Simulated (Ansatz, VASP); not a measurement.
Given: the input of a run of Ansatz 0.2.0 on SnO2 (Cassiterite). 

Contents of input.yaml:

```yaml
crystal:
  lattice:
    - [4.738, 0.0, 0.0]
    - [0.0, 4.738, 0.0]
    - [0.0, 0.0, 3.1865]
  atoms:
    - { symbol: Sn, position: [0.5, 0.5, 0.5] }
    - { symbol: Sn, position: [0.0, 0.0, 0.0] }
    - { symbol: O, position: [0.8071, 0.1929, 0.5] }
    - { symbol: O, position: [0.6929, 0.6929, 0.0] }
    - { symbol: O, position: [0.1929, 0.8071, 0.5] }
    - { symbol: O, position: [0.3071, 0.3071, 0.0] }
hamiltonian:
  xc: pbe
  pseudopotentials: { kind: paw }
kpoints:
  mp_grid: { grid: [6, 6, 8] }
scf:
  occupations: { method: gaussian, width: 0.011 }
output:
  forces: true
  stress: true
  eigenvalues: true
```

Potentials or basis: Ansatz PAW.

Launch:

```bash
$ ansatz run input.yaml --threads 2 --pin off --max-ram 5632MiB --backend cpu --events-out ev --progress --plain --runs-dir out
```

Problem. What does the same run look like in VASP 6.6.1? Potentials or basis there: PBE PAW files O, Sn_d, 520 eV.

Solution. As run (cutoffs and basis follow the program's own potentials, and thresholds, step limits or extra output files can differ):

Contents of INCAR:

```
  ALGO = Normal
  EDIFF = 1E-6
  ENCUT = 520
  GGA = PE
  ISIF = 2
  ISMEAR = 0
  LASPH = T
  LCHARG = F
  LREAL = F
  LWAVE = F
  NELM = 80
  PREC = Accurate
  SIGMA = 0.011
```

The input KPOINTS:

```
k-points
0
Gamma
  6 6 8
```

POSCAR

```
SnO2
1.0
    4.7380000000      0.0000000000      0.0000000000
    0.0000000000      4.7380000000      0.0000000000
    0.0000000000      0.0000000000      3.1865000000
Sn O
2 4
Direct
    0.5000000000      0.5000000000      0.5000000000
    0.0000000000      0.0000000000      0.0000000000
    0.8071000000      0.1929000000      0.5000000000
    0.6929000000      0.6929000000      0.0000000000
    0.1929000000      0.8071000000      0.5000000000
    0.3071000000      0.3071000000      0.0000000000
```

Potentials or basis: VASP PAW PBE potentials, release 64 (Sn_d, O).

The run is started by

```console
$ cat potpaw_PBE.64/Sn_d/POTCAR potpaw_PBE.64/O/POTCAR > POTCAR
$ mpirun -np 1 vasp_std > vasp.out
```

Both were run:

|  | Ansatz | VASP |
| --- | --- | --- |
| Pressure | 11.1 GPa | 11.8 GPa |
| Largest force | 0.275 eV/Å | 0.294 eV/Å |

Ansatz's pressure holds a Pulay term of +0.84 GPa for its cutoff of 420 eV, which the other run lacks.

Where Ansatz's input types no cutoff or centring, it takes its own default and a Γ-centred mesh.

The cell lies far from this level's equilibrium.

Pressure is positive in compression.
